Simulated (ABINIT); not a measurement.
A calculation with ABINIT 10.8.3 (patched build) of SnO2 (ASE script, Cartesian positions):

Contents of run.py:

```python
import json, os
import numpy as np
from ase.units import GPa
from ase.calculators.abinit import Abinit, AbinitProfile
from ase.io import read

atoms = read('SnO2.xyz')

profile = AbinitProfile(command='abinit', pp_paths=[os.path.abspath('pseudos')])
params = dict(
    pps='pawxml', xc='PBE',
    chksymtnons=0,
    tolsym=1e-06,
    ecut=625.8619,
    pawecutdg=1224.5124,
    pawxcdev=0,
    kptopt=1,
    ngkpt=[9, 6, 5],
    nshiftk=1,
    shiftk=[0.0, 0.0, 0.0],
    ixc=11,
    nband=17,
    occopt=3,
    tsmear=0.05,
    nstep=100,
    tolvrs=1e-09,
    prtwf=0,
    prtden=0,
)

atoms.calc = Abinit(profile=profile, directory='run', **params)
energy = atoms.get_potential_energy()
forces = atoms.get_forces()
stress = atoms.get_stress()
print(f'energy {energy:.6f} eV')
print('forces (eV/A)')
print(np.round(forces, 5))
print('stress (GPa, Voigt, tension positive)', np.round(stress / GPa, 4))
json.dump(dict(energy=energy, forces=forces.tolist(), stress=stress.tolist(), cell=atoms.cell.tolist(), frac=atoms.get_scaled_positions(wrap=False).tolist()), open('results.json', 'w'))
```

File SnO2.xyz:

```xyz
3
Lattice="3.0232700000 0.0000000000 0.0000000000 0.0000000000 4.9646800000 0.0000000000 0.0000000000 0.0000000000 5.9769600000" Properties=species:S:1:pos:R:3 pbc="T T T"
Sn     1.5116350000      2.4823400000      0.0000000000
O      0.0000000000      2.4823400000      4.6364474112
O      0.0000000000      2.4823400000      1.3405125888
```

Potentials or basis: JTH PAW PBE v2.0.

Run with:

```sh
$ python run.py
```

The cell was built by a generator and needn't be a form met in nature.

Q: Write the same calculation in another form: native input, structure from a POSCAR.

A: As run:

The input run.abi:

```
pp_dirpath "./"
pseudos "Sn.GGA_PBE-JTH.xml, O.GGA_PBE-JTH.xml"

structure "poscar:POSCAR"
natom 3
chkprim 0
chksymtnons 0
tolsym 1.0e-6

ecut 23.0
pawecutdg 45.0
pawxcdev 0

kptopt 1
ngkpt 9 6 5
nshiftk 1
shiftk 0.0 0.0 0.0

ixc 11

nband 17
occopt 3
tsmear 0.00183747

nstep 100
tolvrs 1.0e-9

iomode 3
prtwf 0
prtden 0
prteig 0
prtebands 0
```

The input POSCAR:

```
SnO2
1.0
    3.0232700000      0.0000000000      0.0000000000
    0.0000000000      4.9646800000      0.0000000000
    0.0000000000      0.0000000000      5.9769600000
Sn O
1 2
Direct
    0.5000000000      0.5000000000      0.0000000000  Sn
    0.0000000000      0.5000000000      0.7757200000  O
    0.0000000000      0.5000000000      0.2242800000  O
```

Potentials or basis: JTH PAW PBE v2.0.

Command:

```bash
$ abinit run.abi > log 2>&1
```

Both were run:

|  | ASE script, Cartesian positions | native input, structure from a POSCAR |
| --- | --- | --- |
| Pressure | 0.2 GPa | 0.2 GPa |
| Largest force | 0.065 eV/Å | 0.065 eV/Å |
| Band gap on the k mesh | 1.29 eV, indirect (least direct gap 1.83 eV) | 1.29 eV, indirect (least direct gap 1.83 eV) |

Keys that steer only the numerical path or the files written may differ.

Caveat: spin-orbit coupling is left out, which moves the levels of the heavy elements; an odd mesh through Γ misses points on the zone boundary, where band edges often lie; the atomic spheres overlap.
